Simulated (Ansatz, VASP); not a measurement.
## Os in VASP and in Ansatz

```
Os
1.0
     2.70138    0.00000    0.00000
     0.00000    2.70138    0.00000
     0.00000    0.00000   22.73048
Os
4
Direct
  0.50000 0.50000 0.37395
  0.00000 0.00000 0.45798
  0.50000 0.50000 0.54455
  0.00000 0.00000 0.62255
```

Alike in both runs: functional PBEsol; k mesh 11 × 11 × 1; occupations gaussian, width 0.1 eV; no spin polarisation.

Ansatz relaxed the structure, and its values are those at the end. VASP's run is a single point on that final structure, the one shown.

|  | VASP | Ansatz |
| --- | --- | --- |
| version | VASP 6.6.1 | Ansatz 0.2.0 |
| potentials or method | VASP PAW PBE potentials, release 64 (Os) | scalar-relativistic, plane waves, PAW |
| plane-wave cutoff (eV) | 520 | 420 |
| valence electrons in the cell | 32 | 64 |

VASP gave:

```
gap on the k mesh at the Fermi level (eV)  : none
rms of the force components (eV/Å)         : 0.650
work function, face that differs most (eV) : 5.35
```

Task: Which values does Ansatz return?

Result: gap on the k mesh at the Fermi level (eV): none; rms of the force components (eV/Å): 0.649; work function, face that differs most (eV): 5.35.

A gap of «none» marks a metal or a gap that the smearing closes. The two sets of potentials don't hold the same shells in valence.

Caveats: the PAW data sets were made with another functional, which shifts forces and pressure a little (VASP). Spin-orbit coupling is left out, which matters for the levels of Os.
